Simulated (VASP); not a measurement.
Input of a VASP 6.6.1 run:

The input INCAR:

```
SYSTEM = InSe
PREC = Accurate
ENCUT = 520
EDIFF = 1E-6
ISMEAR = 0
SIGMA = 0.02
LREAL = .False.
LASPH = .True.
NELM = 100
ALGO = Fast
ISIF = 2
LWAVE = .False.
LCHARG = .False.
LDIPOL = .True.
IDIPOL = 3
DIPOL = 0.5 0.5 0.500
GGA = PE
IVDW = 12
NBANDS = 27
```

Contents of KPOINTS:

```
Automatic mesh
0
Gamma
  9 9 1
  0 0 0
```

The input POSCAR:

```
InSe
1.0
    4.0267051381      0.0000000000      0.0000000000
   -2.0133525690      3.4872289431      0.0000000000
    0.0000000000      0.0000000000     36.7193937139
Se In
2 2
Direct
    0.0000000000      0.0000000000      0.4266543176
    0.0000000000      0.0000000000      0.5733186967
    0.6666666667      0.3333333333      0.4619335481
    0.6666666667      0.3333333333      0.5380395282
```

Potentials or basis: VASP PAW PBE potentials, release 64 (Se, In_d).

The run is started by

```bash
$ cat potpaw_PBE.64/Se/POTCAR potpaw_PBE.64/In_d/POTCAR > POTCAR
$ mpirun -np 1 vasp_std > vasp.out
```

**Question.** Predict the largest force.

**Answer.** 0.015 eV/Å.

**Question.** Predict the band gap on the k mesh.

**Answer.** 1.62 eV, indirect (least direct gap 1.69 eV).

Forces on the atoms (eV/Å):
```
Se   0.000  0.000 -0.015
Se   0.000  0.000  0.015
In   0.000  0.000  0.013
In   0.000  0.000 -0.013
```

Caveat: spin-orbit coupling is left out, which moves the levels of the heavy elements. Expect the measured gap to be larger: semilocal functionals such as PBE lack the derivative discontinuity.
